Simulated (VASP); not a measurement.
A run of VASP 6.6.1 is set up as follows.

INCAR

```
PREC = Accurate ; ENCUT = 580
EDIFF = 1E-7 ; ISMEAR = -1
SIGMA = 0.05 ; LREAL = F
LASPH = T ; NELM = 60
ALGO = Normal ; ISIF = 3
LWAVE = F ; LCHARG = F
GGA = PE ; IBRION = 2
NSW = 40 ; EDIFFG = -0.02
```

KPOINTS

```
Automatic mesh
0
Gamma
  13 13 13
```

The input POSCAR:

```
Cu
1.0
    0.0000000000      1.8075000000      1.8075000000
    1.8075000000      0.0000000000      1.8075000000
    1.8075000000      1.8075000000      0.0000000000
Cu
1
Direct
    0.0000000000      0.0000000000      0.0000000000
```

Potentials or basis: VASP PAW PBE potentials, release 64 (Cu).

Run with:

```console
$ cat potpaw_PBE.64/Cu/POTCAR > POTCAR
$ mpirun -np 1 vasp_std > vasp.out
```

**Question.** Estimate the relaxed volume.

**Answer.** 12.00 Å³/atom.

**Question.** Estimate the band gap on the k mesh.

**Answer.** None (metal or under the smearing width).

**Question.** Estimate the space group after relaxing (to 0.05 Å).

**Answer.** Fm-3m (No. 225).

Final structure:
```yaml
crystal:
  lattice:
    - [0.00000, 1.81695, 1.81695]
    - [1.81695, 0.00000, 1.81695]
    - [1.81695, 1.81695, 0.00000]
  atoms:
    - { symbol: Cu, position: [0.00000, 0.00000, 0.00000] }
```

PBE usually gives volumes a little too large and moduli too small. Zero-point motion and thermal expansion aren't in these numbers.
